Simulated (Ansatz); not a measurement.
# Phase order of Ir (with spin–orbit coupling)

Structure types of Ir are relaxed in primitive cells with their symmetry kept at 0 GPa, first on PAW files, then by LAPW. The enthalpy is E + pV at zero temperature, without zero-point motion. Only the types listed were tried, and differences under about 5 meV/atom are mesh noise. Not among the end structures: hcp, which may lie lower.

Level of theory: DFT with PBE, with spin–orbit coupling, in Ansatz 0.2.0; Fermi–Dirac smearing of 0.05 eV, no spin polarisation. LAPW: all electrons, basis error target 0.5 meV/atom; PAW: frozen-core files, cutoff 420 eV.

k meshes: fcc 18×18×18, bcc 19×19×19.

```tsv
start type	ends as	a, b, c (Å)	V (Å³/atom)	H − H(lowest), LAPW (meV/atom)
fcc	fcc, Fm-3m	3.873, 3.873, 3.873	14.52	0.0
bcc	bcc, Im-3m	3.114, 3.114, 3.114	15.10	?
```

What belongs in the row "bcc", column "H − H(lowest), LAPW (meV/atom)"?

600.0.
